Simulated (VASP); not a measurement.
Mg, 2 atoms in the cell. The structure is hexagonal, space group P6_3/mmc (No. 194). Conventional cell: a = 3.209 Å, b = 3.209 Å, c = 5.210 Å, α = 90.00°, β = 90.00°, γ = 120.00°. Mg (site symmetry -6m2) has 12 Mg at 3.20 to 3.21 Å as nearest neighbours. 

| Item | Value |
| --- | --- |
| Program | VASP 6.6.1 |
| Task | single point |
| Functional | RPBE |
| Potentials or basis | VASP PAW PBE potentials, release 64 (Mg_GW) |
| Cutoff | 550 eV |
| k mesh | 10 × 10 × 5 |
| Occupations | gaussian, width 0.02 eV |
| Spin | no spin polarisation |
| Further INCAR settings | ALGO = Fast; EDIFF = 1e-06; NBANDS = 9 |

Potentials or basis: VASP PAW PBE potentials, release 64 (Mg_GW).

The run is started by

```sh
$ cat potpaw_PBE.64/Mg_GW/POTCAR > POTCAR
$ mpirun -np 1 vasp_std > vasp.out
```

Hardware: 1 thread of Intel(R) Xeon(R) Platinum 8559C (Emerald Rapids) (shared host).

Question: Estimate the wall time of this run.

Answer: Run time: 21 s on 1 thread of Intel(R) Xeon(R) Platinum 8559C (Emerald Rapids), with other jobs on the host, peak memory 0.17 GiB. Counts: scf iterations 11, k points 42.
